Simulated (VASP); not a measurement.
# SnO (P4/nmm) in VASP: a series of runs, part 2 of 2

VASP 6.6.1. Earlier steps stand in the parts before.

## 4. Band structure, SCAN

File INCAR:

```
SYSTEM = SnO
PREC     = Accurate       ! precision mode
ENCUT    = 520            ! plane-wave cutoff, eV
EDIFF    = 1E-6           ! SCF threshold, eV
ISMEAR   = 0              ! smearing method
SIGMA    = 0.02           ! smearing width, eV
LREAL    = .FALSE.        ! projectors in reciprocal space
LASPH    = .TRUE.         ! aspherical terms in the spheres
NELM     = 80             ! most SCF steps
ALGO     = Normal         ! electronic algorithm
ISIF     = 2              ! what is computed and relaxed
LWAVE    = .FALSE.        ! write WAVECAR
LCHARG   = .FALSE.        ! write CHGCAR
METAGGA  = SCAN           ! meta-GGA
LMIXTAU  = .TRUE.       
NBANDS   = 28             ! bands
```

File KPOINTS:

```
Automatic mesh
0
G
  8 8 6
  0 0 0
```

File POSCAR:

```
SnO
1.0
    3.8020000000      0.0000000000      0.0000000000
    0.0000000000      3.8020000000      0.0000000000
    0.0000000000      0.0000000000      4.8360000000
Sn O
2 2
Direct
    0.0000000000      0.5000000000      0.2385000000
    0.5000000000      0.0000000000      0.7615000000
    0.0000000000      0.0000000000      0.0000000000
    0.5000000000      0.5000000000      0.0000000000
```

File KPOINTS_OPT:

```
path GXMGZRAZ,XR,MA
15
line-mode
reciprocal
 0.0000000000  0.0000000000  0.0000000000  G
 0.0000000000  0.5000000000  0.0000000000  X

 0.0000000000  0.5000000000  0.0000000000  X
 0.5000000000  0.5000000000  0.0000000000  M

 0.5000000000  0.5000000000  0.0000000000  M
 0.0000000000  0.0000000000  0.0000000000  G

 0.0000000000  0.0000000000  0.0000000000  G
 0.0000000000  0.0000000000  0.5000000000  Z

 0.0000000000  0.0000000000  0.5000000000  Z
 0.0000000000  0.5000000000  0.5000000000  R

 0.0000000000  0.5000000000  0.5000000000  R
 0.5000000000  0.5000000000  0.5000000000  A

 0.5000000000  0.5000000000  0.5000000000  A
 0.0000000000  0.0000000000  0.5000000000  Z

 0.0000000000  0.5000000000  0.0000000000  X
 0.0000000000  0.5000000000  0.5000000000  R

 0.5000000000  0.5000000000  0.0000000000  M
 0.5000000000  0.5000000000  0.5000000000  A
```

Command:

```bash
$ cat potpaw_PBE.64/Sn_d/POTCAR potpaw_PBE.64/O/POTCAR > POTCAR
$ mpirun -np 1 vasp_std > vasp.out
```

Wall time 6.8 min (1 thread of Intel Xeon Platinum 8559C (Emerald Rapids), shared host); peak memory 0.28 GiB.

It converged, with:

```
Free energy             : -89.5630 eV
Pressure                : 0.2 GPa
Largest force           : 0.047 eV/Å
Band gap on the k mesh  : 0.12 eV, indirect (least direct gap 2.25 eV)
Band gap along the path : 0.12 eV, indirect (least direct gap 2.25 eV)
```

Forces in eV/Å, atoms in the order of the input:
```
Sn   0.000  0.000  0.047
Sn   0.000  0.000 -0.047
O    0.000  0.000  0.000
O    0.000  0.000  0.000
```

Levels at the corners of the path, in eV from the valence-band top:
| point | band 16 | band 17 | band 18 | band 19 | band 20 | band 21 | band 22 | band 23 | band 24 | band 25 |
| --- | --- | --- | --- | --- | --- | --- | --- | --- | --- | --- |
| Γ | -6.68 | -3.83 | -3.53 | -3.53 | 0.00 | 2.40 | 4.61 | 4.79 | 4.79 | 5.99 |
| X | -5.38 | -5.23 | -5.23 | -2.98 | -2.98 | 3.41 | 3.41 | 6.11 | 6.11 | 6.36 |
| X | -5.38 | -5.23 | -5.23 | -2.98 | -2.98 | 3.41 | 3.41 | 6.11 | 6.11 | 6.36 |
| M | -5.52 | -2.85 | -2.85 | -2.13 | -2.13 | 0.12 | 0.12 | 4.72 | 4.72 | 7.60 |
| M | -5.52 | -2.85 | -2.85 | -2.13 | -2.13 | 0.12 | 0.12 | 4.72 | 4.72 | 7.60 |
| Γ | -6.68 | -3.83 | -3.53 | -3.53 | 0.00 | 2.40 | 4.61 | 4.79 | 4.79 | 5.99 |
| Γ | -6.68 | -3.83 | -3.53 | -3.53 | 0.00 | 2.40 | 4.61 | 4.79 | 4.79 | 5.99 |
| Z | -3.90 | -3.55 | -3.55 | -3.17 | -2.51 | 1.97 | 3.04 | 3.04 | 3.81 | 8.36 |
| Z | -3.90 | -3.55 | -3.55 | -3.17 | -2.51 | 1.97 | 3.04 | 3.04 | 3.81 | 8.36 |
| R | -5.83 | -5.19 | -5.19 | -2.00 | -2.00 | 2.74 | 2.74 | 5.60 | 5.60 | 7.03 |
| R | -5.83 | -5.19 | -5.19 | -2.00 | -2.00 | 2.74 | 2.74 | 5.60 | 5.60 | 7.03 |
| A | -5.97 | -2.93 | -2.93 | -2.85 | -2.85 | 2.42 | 2.42 | 4.30 | 4.30 | 5.93 |
| A | -5.97 | -2.93 | -2.93 | -2.85 | -2.85 | 2.42 | 2.42 | 4.30 | 4.30 | 5.93 |
| Z | -3.90 | -3.55 | -3.55 | -3.17 | -2.51 | 1.97 | 3.04 | 3.04 | 3.81 | 8.36 |
| X | -5.38 | -5.23 | -5.23 | -2.98 | -2.98 | 3.41 | 3.41 | 6.11 | 6.11 | 6.36 |
| R | -5.83 | -5.19 | -5.19 | -2.00 | -2.00 | 2.74 | 2.74 | 5.60 | 5.60 | 7.03 |
| M | -5.52 | -2.85 | -2.85 | -2.13 | -2.13 | 0.12 | 0.12 | 4.72 | 4.72 | 7.60 |
| A | -5.97 | -2.93 | -2.93 | -2.85 | -2.85 | 2.42 | 2.42 | 4.30 | 4.30 | 5.93 |

Caveat: the PAW data sets were made with another functional, which shifts forces and pressure a little; spin-orbit coupling is left out, which moves the levels of the heavy elements. SCAN opens gaps a little over a GGA but as a rule still falls short of measured ones.

## 5. Dielectric tensor, PBE

File INCAR:

```
SYSTEM = SnO
ALGO = Fast ; EDIFF = 1E-8
ENCUT = 520 ; GGA = PE
ISIF = 2 ; ISMEAR = 0
LASPH = .True. ; LCHARG = .False.
LEPSILON = .True. ; LREAL = .False.
LWAVE = .False. ; NELM = 60
PREC = Accurate ; SIGMA = 0.02
```

File KPOINTS:

```
k-points
0
Gamma
  8 8 6
  0 0 0
```

POSCAR is that of step 4.

Potentials or basis: VASP PAW PBE potentials, release 64 (Sn_d, O).

Command:

```bash
$ cat potpaw_PBE.64/Sn_d/POTCAR potpaw_PBE.64/O/POTCAR > POTCAR
$ mpirun -np 1 vasp_std > vasp.out
```

OUTCAR:

```text
SYSTEM = SnO
   EDIFF = 1E-8
   ENCUT = 520
   GGA = PE
   ISIF = 2
   ISMEAR = 0
   LASPH = .True.
   LEPSILON = .True.
   LREAL = .False.
   NELM = 60
   PREC = Accurate

 ion  position               nearest neighbor table
   1  0.000  0.500  0.239-   3 2.22   4 2.22   3 2.22   4 2.22   2 3.54   2 3.54   2 3.54   2 3.54
                             2 3.69   2 3.69   2 3.69   2 3.69
   2  0.500  0.000  0.761-   3 2.22   4 2.22   4 2.22   3 2.22   1 3.54   1 3.54   1 3.54   1 3.54
                             1 3.69   1 3.69   1 3.69   1 3.69
   3  0.000  0.000  0.000-   1 2.22   2 2.22   1 2.22   2 2.22
   4  0.500  0.500  0.000-   1 2.22   2 2.22   2 2.22   1 2.22

  LATTYP: Found a simple tetragonal cell.
 ALAT       =     3.8020000000
 C/A-ratio  =     1.2719621252

  Lattice vectors:

 A1 = (   3.8020000000,   0.0000000000,   0.0000000000)
 A2 = (   0.0000000000,   3.8020000000,   0.0000000000)
 A3 = (   0.0000000000,   0.0000000000,   4.8360000000)

Analysis of symmetry for initial positions (statically):
=====================================================================
 Subroutine PRICEL returns:
 Original cell was already a primitive cell.

[... 887 lines left out ...]

  energy without entropy =       -1.27073404

------------------------ aborting loop because EDIFF is reached ----------------------------------------

 PIEZOELECTRIC TENSOR FIELD DIRECTION 3  (e Angst)
 -----------------------------------------------------------------------------
    -0.00236  0.00000  0.00000           ( -0.00003  0.00000  0.00000)
     0.00000 -0.00236  0.00000           (  0.00000 -0.00003  0.00000)
     0.00000  0.00000  0.01685           (  0.00000  0.00000 -0.00001)

 PIEZOELECTRIC TENSOR FIELD DIRECTION 3  (C/m^2)
 -----------------------------------------------------------------------------
    -0.00054  0.00000  0.00000
     0.00000 -0.00054  0.00000
     0.00000  0.00000  0.00386

 MACROSCOPIC STATIC DIELECTRIC TENSOR (including local field effects in DFT)
 ------------------------------------------------------
           8.376280     0.000000     0.000000
           0.000000     8.376280     0.000000
          -0.000000     0.000000     7.100180
 ------------------------------------------------------

 PIEZOELECTRIC TENSOR (including local field effects)  for field in x, y, z        (e  Angst)
          XX          YY          ZZ          XY          YZ          ZX
  --------------------------------------------------------------------------------
  x     0.00000    -0.00000     0.00000     0.00000     0.00000     0.00000
  y    -0.00000    -0.00000     0.00000     0.00000     0.00000     0.00000
  z     0.00000     0.00000     0.00000     0.00000     0.00000     0.00000

 PIEZOELECTRIC TENSOR (including local field effects)  for field in x, y, z        (C/m^2)
          XX          YY          ZZ          XY          YZ          ZX
  --------------------------------------------------------------------------------
  x     0.00000    -0.00000     0.00000     0.00000     0.00000     0.00000
  y    -0.00000    -0.00000     0.00000     0.00000     0.00000     0.00000
  z     0.00000     0.00000     0.00000     0.00000     0.00000     0.00000

 BORN EFFECTIVE CHARGES (including local field effects) (in |e|, cummulative output)
 ---------------------------------------------------------------------------------
 ion    1
    1     3.11526     0.00000     0.00000
    2     0.00000     3.11526     0.00000
    3     0.00000     0.00000     2.95438
 ion    2
    1     3.11526     0.00000     0.00000
    2     0.00000     3.11526     0.00000
    3     0.00000     0.00000     2.95438
 ion    3
    1    -3.11526     0.00000     0.00000
    2     0.00000    -3.11526     0.00000
    3     0.00000     0.00000    -2.95438
 ion    4
    1    -3.11526     0.00000     0.00000
    2     0.00000    -3.11526     0.00000
    3     0.00000     0.00000    -2.95438
```

OSZICAR:

```text
N       E                     dE             d eps       ncg     rms          rms(c)
DAV:   1     0.399363742957E+03    0.39936E+03   -0.20846E+04  2928   0.256E+03
DAV:   2     0.290027952317E+02   -0.37036E+03   -0.36295E+03  3112   0.580E+02
DAV:   3    -0.244359313997E+02   -0.53439E+02   -0.52977E+02  3576   0.193E+02
[... 11 lines left out ...]
RMM:   8    -0.127068090236E+01   -0.75503E-03    0.13133E-04  5015   0.228E-02    0.304E-03
RMM:   9    -0.127072743109E+01   -0.46529E-04   -0.39269E-05  5366   0.861E-03    0.996E-04
RMM:  10    -0.127071771380E+01    0.97173E-05    0.43199E-05  5415   0.315E-03    0.414E-04
RMM:  11    -0.127073737535E+01   -0.19662E-04   -0.20583E-05  5111   0.174E-03    0.141E-04
RMM:  12    -0.127073327491E+01    0.41004E-05    0.64584E-06  5328   0.737E-04    0.497E-05
RMM:  13    -0.127073518903E+01   -0.19141E-05   -0.10649E-05  4913   0.500E-04    0.129E-05
RMM:  14    -0.127073403871E+01    0.11503E-05    0.50130E-06  3670   0.393E-04    0.563E-06
```

stdout:

```text
POSCAR found type information on POSCAR SnO
 POSCAR found :  2 types and       4 ions
 scaLAPACK will be used
 LDA part: xc-table for (Slater+PW92), standard interpolation
 POSCAR, INCAR and KPOINTS ok, starting setup
 FFT: planning ... GRIDC
 FFT: planning ... GRID_SOFT
 FFT: planning ... GRID
[... 89 lines left out ...]
 LRF_COMMUTATOR internal error: the vector H(1)-e(1) S(1) |phi(0)> is not orthog
 onal to |phi(0)> (1.345430709896456E-004,3.453834440669823E-015)
 LRF_COMMUTATOR internal error: the vector H(1)-e(1) S(1) |phi(0)> is not orthog
 onal to |phi(0)> (-1.708686414748639E-004,-1.100248364638290E-015)
 LRF_COMMUTATOR internal error: the vector H(1)-e(1) S(1) |phi(0)> is not orthog
 onal to |phi(0)> (1.708686416281857E-004,2.907396545737129E-015)
 LRF_COMMUTATOR internal error: the vector H(1)-e(1) S(1) |phi(0)> is not orthog
 onal to |phi(0)> (-2.043399699549475E-004,-2.216976602298359E-015)
 LRF_COMMUTATOR internal error: the vector H(1)-e(1) S(1) |p
```

Run time: 8.1 min. Hardware: 1 thread of Intel Xeon 6975P-C (Granite Rapids), shared host; peak memory 0.48 GiB.

What came out:

```yaml
Band_gap_on_the_k_mesh: 0.03 eV, indirect (least direct gap 1.95 eV)
Electronic_dielectric_tensor_diagonal: 8.38, 8.38, 7.10
Born_charges_mean_of_the_diagonal: Sn +3.06; O -3.06 e
```

Electronic dielectric tensor:
```
8.38 0.00 0.00
0.00 8.38 0.00
0.00 0.00 7.10
```

Born effective charge tensors (e):
atom 1, Sn
```
3.12 0.00 0.00
0.00 3.12 0.00
0.00 0.00 2.95
```
atom 2, Sn
```
3.12 0.00 0.00
0.00 3.12 0.00
0.00 0.00 2.95
```
atom 3, O
```
-3.12  0.00  0.00
 0.00 -3.12  0.00
 0.00  0.00 -2.95
```
atom 4, O
```
-3.12  0.00  0.00
 0.00 -3.12  0.00
 0.00  0.00 -2.95
```

Caveat: the gap is small at this level, which inflates the dielectric constant; spin-orbit coupling is left out, which moves the levels of the heavy elements. A k mesh can miss the band edges.

## 6. Band structure, LDA

POSCAR is that of step 5.

File INCAR.step1:

```
SYSTEM = SnO
PREC = Accurate
ENCUT = 520
EDIFF = 1E-6
ISMEAR = 0
SIGMA = 0.02
LREAL = .False.
LASPH = .True.
NELM = 60
ALGO = Fast
ISIF = 2
LWAVE = .False.
LCHARG = .True.
GGA = CA
```

File KPOINTS.step1:

```
Automatic mesh
0
Gamma
  8 8 6
  0 0 0
```

File INCAR.step2:

```
SYSTEM = SnO
PREC = Accurate
ENCUT = 520
EDIFF = 1E-6
ISMEAR = 0
SIGMA = 0.05
LREAL = .False.
LASPH = .True.
NELM = 60
ALGO = Fast
ISIF = 2
LWAVE = .False.
LCHARG = .False.
GGA = CA
ICHARG = 11
```

File KPOINTS.step2:

```
path GXMGZRAZ,XR,MA
20
line-mode
reciprocal
 0.0000000000  0.0000000000  0.0000000000  G
 0.0000000000  0.5000000000  0.0000000000  X

 0.0000000000  0.5000000000  0.0000000000  X
 0.5000000000  0.5000000000  0.0000000000  M

 0.5000000000  0.5000000000  0.0000000000  M
 0.0000000000  0.0000000000  0.0000000000  G

 0.0000000000  0.0000000000  0.0000000000  G
 0.0000000000  0.0000000000  0.5000000000  Z

 0.0000000000  0.0000000000  0.5000000000  Z
 0.0000000000  0.5000000000  0.5000000000  R

 0.0000000000  0.5000000000  0.5000000000  R
 0.5000000000  0.5000000000  0.5000000000  A

 0.5000000000  0.5000000000  0.5000000000  A
 0.0000000000  0.0000000000  0.5000000000  Z

 0.0000000000  0.5000000000  0.0000000000  X
 0.0000000000  0.5000000000  0.5000000000  R

 0.5000000000  0.5000000000  0.0000000000  M
 0.5000000000  0.5000000000  0.5000000000  A
```

Potentials or basis: VASP PAW LDA potentials, release 64 (Sn_d, O).

Command:

```bash
$ cat potpaw_LDA.64/Sn_d/POTCAR potpaw_LDA.64/O/POTCAR > POTCAR
$ cp INCAR.step1 INCAR
$ cp KPOINTS.step1 KPOINTS
$ mpirun -np 1 vasp_std > vasp.out
$ cp INCAR.step2 INCAR
$ cp KPOINTS.step2 KPOINTS
$ mpirun -np 1 vasp_std > vasp.out
```

Run time: 3 min. Hardware: 1 thread of Intel Xeon 6975P-C (Granite Rapids), shared host; peak memory 0.33 GiB.

Results (log left out):

```yaml
Band_gap_on_the_k_mesh: 0.09 eV, indirect (least direct gap 1.96 eV)
Band_gap_along_the_path: 0.07 eV, indirect (least direct gap 1.96 eV)
```

Levels at the corners of the path, in eV from the valence-band top:
| point | band 17 | band 18 | band 19 | band 20 | band 21 | band 22 | band 23 | band 24 |
| --- | --- | --- | --- | --- | --- | --- | --- | --- |
| Γ | -3.47 | -3.16 | -3.16 | -0.02 | 2.07 | 4.25 | 4.67 | 4.67 |
| X | -4.86 | -4.86 | -2.70 | -2.70 | 3.14 | 3.14 | 5.87 | 5.89 |
| X | -4.86 | -4.86 | -2.70 | -2.70 | 3.14 | 3.14 | 5.87 | 5.89 |
| M | -2.48 | -2.48 | -1.88 | -1.88 | 0.07 | 0.07 | 4.38 | 4.38 |
| M | -2.48 | -2.48 | -1.88 | -1.88 | 0.07 | 0.07 | 4.38 | 4.38 |
| Γ | -3.47 | -3.16 | -3.16 | -0.02 | 2.07 | 4.25 | 4.67 | 4.68 |
| Γ | -3.47 | -3.16 | -3.16 | -0.02 | 2.07 | 4.25 | 4.67 | 4.67 |
| Z | -3.18 | -3.18 | -3.11 | -2.20 | 1.54 | 2.90 | 2.90 | 3.66 |
| Z | -3.18 | -3.18 | -3.11 | -2.20 | 1.54 | 2.90 | 2.90 | 3.66 |
| R | -4.82 | -4.82 | -1.72 | -1.72 | 2.56 | 2.56 | 5.37 | 5.37 |
| R | -4.82 | -4.82 | -1.72 | -1.72 | 2.56 | 2.56 | 5.37 | 5.38 |
| A | -2.70 | -2.70 | -2.48 | -2.48 | 2.36 | 2.36 | 3.99 | 3.99 |
| A | -2.70 | -2.70 | -2.48 | -2.48 | 2.36 | 2.36 | 3.99 | 3.99 |
| Z | -3.18 | -3.18 | -3.11 | -2.20 | 1.54 | 2.90 | 2.90 | 3.66 |
| X | -4.86 | -4.86 | -2.70 | -2.70 | 3.14 | 3.14 | 5.87 | 5.89 |
| R | -4.82 | -4.82 | -1.72 | -1.72 | 2.56 | 2.56 | 5.37 | 5.37 |
| M | -2.48 | -2.48 | -1.88 | -1.88 | 0.07 | 0.07 | 4.38 | 4.38 |
| A | -2.70 | -2.70 | -2.48 | -2.48 | 2.36 | 2.36 | 3.99 | 3.99 |

Caveat: the log is that of the step along the path at fixed density, whose energy, stress, charges and moments have no meaning; spin-orbit coupling is left out, which moves the levels of the heavy elements.

## 7. The runs side by side

```csv
task,level,potentials or basis,gap on the mesh (eV),pressure (GPa),largest force (eV/Å)
band structure,TB-mBJ,"VASP PAW PBE potentials, release 64 (Sn_d, O)",0.20,-,-
band structure,PBEsol,"VASP PAW PBE potentials, release 64 (Sn_d, O)",-,0.2,0.15
band structure,SCAN,"VASP PAW PBE potentials, release 64 (Sn_d, O)",0.12,0.2,0.05
dielectric tensor,PBE,"VASP PAW PBE potentials, release 64 (Sn_d, O)",0.03,-,-
band structure,LDA,"VASP PAW LDA potentials, release 64 (Sn_d, O)",0.09,-,-
```

Alike in all rows: no spin polarisation; cell as given; k mesh 8 × 8 × 6; cutoff (eV) 520; smearing gaussian 0.02 eV.

Caveats: spin-orbit coupling is left out, which moves the levels of the heavy elements; the PAW data sets were made with another functional, which shifts forces and pressure a little (some runs); the gap is small at this level, which inflates the dielectric constant (some runs).

Total energies depend on the potentials used, so only differences within one code and one set of settings carry meaning.
